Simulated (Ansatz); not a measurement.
Wurtzite InN, treated with PBE (PAW; Ansatz, a program for electronic structure).

Numerical settings: plane-wave cutoff 520 eV, 12×12×6 k mesh (along the axes of the cell as run), Fermi–Dirac smearing 0.01 eV, scalar-relativistic PAW data made under PBE.

The cell is scaled about its equilibrium volume:

Shape and atoms are relaxed at each volume.

| V (Å³/atom) | P (GPa) | c (Å) | a (Å) |
|---|---|---|---|
| 15.420 | 5.47 | 5.705 | 3.533 |
| 15.741 | 2.58 | 5.746 | 3.557 |
| 16.062 | 0.00 | 5.788 | 3.580 |
| 16.383 | -2.30 | 5.828 | 3.603 |
| 16.705 | -4.35 | 5.867 | 3.626 |

Note: this level leaves the solid without a gap, although one is measured.
